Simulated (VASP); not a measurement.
# Ba (P6/mmm) in VASP: notebook

Runs on Ba. Level: LDA. Tasks: single point.

All numbers are computed with VASP 6.6.1; they aren't measurements. Logs are shortened: lines on timing, memory, paths and dates and some standing lists are left out, and cuts for length are marked.

### Step 1. The crystal as given

The structure is hexagonal, space group P6/mmm (No. 191). Conventional cell: a = 4.312 Å, b = 4.312 Å, c = 3.913 Å, α = 90.00°, β = 90.00°, γ = 120.00°. Ba (site symmetry 6/mmm) has 8 Ba at 3.91 to 4.31 Å as nearest neighbours.

This isn't the form of Ba at room conditions, which is bcc.

### Step 2. Single point, LDA

File INCAR:

```
SYSTEM = Ba
ADDGRID = .False.
ALGO = Normal
EDIFF = 1E-6
ENCUT = 550
GGA = CA
ISIF = 2
ISMEAR = -1
LASPH = .True.
LCHARG = .False.
LREAL = .False.
LWAVE = .False.
NBANDS = 11
NELM = 100
PREC = Accurate
SIGMA = 0.2
```

File KPOINTS:

```
k-points
0
Gamma
  2 2 2
  0 0 0
```

File POSCAR:

```
Ba
1.0
    4.3116136979      0.0000000000      0.0000000000
   -2.1558068490      3.7339669937      0.0000000000
    0.0000000000      0.0000000000      3.9134133000
Ba
1
Direct
    0.0000000000      0.0000000000      0.0000000000
```

Potentials or basis: VASP PAW LDA potentials, release 64 (Ba_sv).

Launch:

```bash
$ cat potpaw_LDA.64/Ba_sv/POTCAR > POTCAR
$ mpirun -np 1 vasp_std > vasp.out
```

OUTCAR:

```text
SYSTEM = Ba
   EDIFF = 1E-6
   ENCUT = 550
   GGA = CA
   ISIF = 2
   ISMEAR = -1
   LASPH = .True.
   LREAL = .False.
   NELM = 100
   PREC = Accurate

 Found      4 irreducible k-points:

 Following reciprocal coordinates:
            Coordinates               Weight
  0.000000  0.000000  0.000000      1.000000
  0.500000  0.000000  0.000000      3.000000
  0.000000  0.000000  0.500000      1.000000
  0.500000  0.000000  0.500000      3.000000
   k-points           NKPTS =      4   k-points in BZ     NKDIM =      4   number of bands    NBANDS=     11
   number of dos      NEDOS =    301   number of ions     NIONS =      1
   total plane-waves  NPLWV =  38880
   dimension x,y,z NGX =    36 NGY =   36 NGZ =   30
   dimension x,y,z NGXF=    72 NGYF=   72 NGZF=   60
   ions per type =               1
   NGX,Y,Z   is equivalent  to a cutoff of  13.88, 13.88, 12.74 a.u.
   NGXF,Y,Z  is equivalent  to a cutoff of  27.76, 27.76, 25.49 a.u.
 SYSTEM =  Ba
   PREC   = accura    normal or accurate (medium, high low for compatibility)
   ISTART =      0    job   : 0-new  1-cont  2-samecut
   ICHARG =      2    charge: 1-file 2-atom 10-const
   ISPIN  =      1    spin polarized calculation?
   LNONCOLLINEAR =      F non collinear calculations
   LSORBIT =      F    spin-orbit coupling
   LASPH  =      T    aspherical Exc in radial PAW
   ENCUT  =  550.0 eV  40.42 Ry    6.36 a.u.   8.24  8.24  7.48*2*pi/ulx,y,z
   NELM   =    100;   NELMIN=  2; NELMDL= -5     # of ELM steps
   EDIFF  = 0.1E-05   stopping-criterion for ELM
   LREAL  =      F    real-space projection
   EDIFFG = 0.1E-04   stopping-criterion for IOM
   NSW    =      0    number of steps for IOM
   IBRION =     -1    ionic relax: 0-MD 1-quasi-New 2-CG
   NFREE  =      0    steps in history (QN), initial steepest desc. (CG)
   ISIF   =      2    stress and relaxation
   ISYM   =      2    0-nonsym 1-usesym 2-fastsym
   POTIM  = 0.5000    time-step for ionic-motion
   TEBEG  =    0.0;   TEEND  =   0.0 temperature during run
   PSTRESS=    0.0 pullay stress
   NELECT =      10.0000    total number of electrons
   NUPDOWN=      -1.0000    fix difference up-down
   EMIN   =  10.00;   EMAX   =-10.00  energy-range for DOS
   EFERMI =   0.00;   METHOD = LEGACY
   ISMEAR =    -1;   SIGMA  =   0.20  broadening in eV -4-tet -1-fermi 0-gaus
   EFERMI_NEDOS =   21; number of points for ismear=-14 and -15
   IALGO  =     38    algorithm
   IMIX   =      4    mixing-type and parameters
     AMIX     =   0.40;   BMIX     =  1.00
     AMIX_MAG =   1.60;   BMIX_MAG =  1.00
  volume/ion in A,a.u.               =      63.00       425.17
  Fermi-wavevector in a.u.,A,eV,Ry     =   0.886379  1.675014 10.689660  0.785668
  Thomas-Fermi vector in A             =   2.007537
   LORBIT       =      0    0 simple, 1 ext, 2 COOP (PROOUT), +10 PAW based schemes
   GGA     = CA    functional components
   LHFCALC =     F    Hartree Fock is set to
   AEXX    =    0.0000 exact exchange contribution
   IVDW    =     0    specifies the selected vdW correction
   LEPSILON=     F    determine dielectric tensor
   LRPA    =     F    only Hartree local field effects (RPA)
 non-spin polarized calculation
  energy-cutoff  :      550.00
  volume of cell :       63.00
 maximum number of plane-waves:      1858
 NGX is ok and might be reduce to    36
   NGX = 17   NGY = 17   NGZ = 15

 number of electron      10.0000000 magnetization

 Free energy of the ion-electron system (eV)
  ---------------------------------------------------
  ext. energy  EPLUGINS =         0.00000000
  ---------------------------------------------------
  free energy    TOTEN  =        -2.72786705 eV

  energy without entropy =       -2.57144287  energy(sigma->0) =       -2.64965496

 E-fermi :   1.1485     XC(G=0):  -7.5704

 val. band max:        0.6504614652   @ k =   0.0000   0.0000   0.5000
 cond. band min:       1.5202393617   @ k =   0.0000   0.0000   0.0000
 fundamental gap:      0.8697778965
 Fermi energy:         1.1484579068

 k-point     1 :       0.0000    0.0000    0.0000
  band No.  band energies     occupation
      1     -27.4618      2.00000
      2     -12.3996      2.00000
      3     -12.3996      2.00000
      4     -12.3019      2.00000
      5      -1.2513      1.99999
      6       1.5202      0.26966
      7       3.1599      0.00009
      8       3.1599      0.00009
      9       6.3501      0.00000
     10       6.3501      0.00000
     11       7.5721      0.00000

 k-point     2 :       0.5000    0.0000    0.0000
  band No.  band energies     occupation
      1     -27.4189      2.00000
      2     -12.9030      2.00000
      3     -12.5171      2.00000
      4     -12.2481      2.00000
      5       0.5030      1.92368
      6       1.8024      0.07326
      7       2.5061      0.00225
      8       4.4148      0.00000
      9       5.9227      0.00000
     10       6.2785      0.00000
     11       7.4102      0.00000

 k-point     3 :       0.0000    0.0000    0.5000
  band No.  band energies     occupation
      1     -27.3942      2.00000
      2     -13.0887      2.00000
      3     -12.3225      2.00000
      4     -12.3225      2.00000
      5       0.6505      1.84687
      6       2.2365      0.00864
      7       3.7540      0.00000
      8       3.7540      0.00000
      9       4.0266      0.00000
     10       4.0266      0.00000
     11       8.6083      0.00000

 k-point     4 :       0.5000    0.0000    0.5000
  band No.  band energies     occupation
      1     -27.3532      2.00000
      2     -12.9949      2.00000
      3     -12.7885      2.00000
      4     -12.4328      2.00000
      5       0.6488      1.84807
      6       1.7155      0.11090
      7       3.2596      0.00005
      8       4.8691      0.00000
      9       5.1518      0.00000
     10       6.5753      0.00000
     11       7.3705      0.00000

------------------------ aborting loop because EDIFF is reached ----------------------------------------

  FORCE on cell =-STRESS in cart. coord.  units (eV):
  Direction    XX          YY          ZZ          XY          YZ          ZX
  --------------------------------------------------------------------------------------
  -------------------------------------------------------------------------------------
  Total       -2.1128111     -2.1128111     -1.3426765      0.0000000     -0.0000000      0.0000000
  in kB      -53.7285631    -53.7285631    -34.1441221      0.0000000     -0.0000000      0.0000000
  external PRESSURE =     -47.2004161 kB  Pullay stress =       0.0000000 kB

 VOLUME and BASIS-vectors are now :
 -----------------------------------------------------------------------------
  energy-cutoff  :      550.00
  volume of cell :       63.00
      direct lattice vectors                 reciprocal lattice vectors
     4.311613698  0.000000000  0.000000000     0.231931724  0.133905844  0.000000000
    -2.155806849  3.733966994  0.000000000     0.000000000  0.267811687  0.000000000
     0.000000000  0.000000000  3.913413300     0.000000000  0.000000000  0.255531405

 POSITION                                       TOTAL-FORCE (eV/Angst)
 -----------------------------------------------------------------------------------
      0.00000      0.00000      0.00000         0.000000      0.000000      0.000000
 -----------------------------------------------------------------------------------
    total drift:                                0.000000      0.000000     -0.000000

  FREE ENERGIE OF THE ION-ELECTRON SYSTEM (eV)
  ---------------------------------------------------
  free  energy   TOTEN  =        -2.7278670468 eV

  energy  without entropy=       -2.5714428681  energy(sigma->0) =       -2.64965496
```

Run time: 1.9 s. Hardware: 1 thread of Intel Xeon 6975P-C (Granite Rapids), shared host; peak memory 0.15 GiB.

These settings aren't checked as converged: the numbers below hold their error.

What came out:

```
Free energy : -2.7279 eV
Pressure    : -4.7 GPa
```

Caveat: the k mesh is coarse (spacing up to 0.84 Å⁻¹), so the values aren't converged; the mesh shows a gap though the element is a metal.

### Step 3. Single point, LDA

INCAR is that of step 2.

KPOINTS is that of step 2.

File POSCAR:

```
Ba
1.0
    4.3404360000      0.0427450000      0.0778240000
   -2.1332000000      3.6827230000     -0.0419260000
    0.0706370000     -0.0031590000      3.9204320000
Ba
1
Direct
    0.0107920000      0.0146870000     -0.0229320000
```

Potentials or basis: VASP PAW LDA potentials, release 64 (Ba_sv).

Launch:

```bash
$ cat potpaw_LDA.64/Ba_sv/POTCAR > POTCAR
$ mpirun -np 1 vasp_std > vasp.out
```

Wall time 2.7 s (1 thread of Intel Xeon 6975P-C (Granite Rapids), shared host); peak memory 0.15 GiB.

These settings aren't checked as converged: the numbers below hold their error.

Results:

| Property | Result |
| --- | --- |
| Free energy | -2.7296 eV |
| Pressure | -4.7 GPa |

Caveat: the k mesh is coarse (spacing up to 0.85 Å⁻¹), so the values aren't converged; the mesh shows a gap though the element is a metal.

### Step 4. The reference run

An earlier run on the cell as given: functional PBE; potentials or basis VASP PAW PBE potentials, release 64 (Ba_sv); cutoff 520 eV; k mesh 7 × 7 × 7; occupations fermi-dirac, width 0.05 eV; no spin polarisation.

* Pressure: -0.1 GPa
* Band gap on the k mesh: none (metal or under the smearing width)
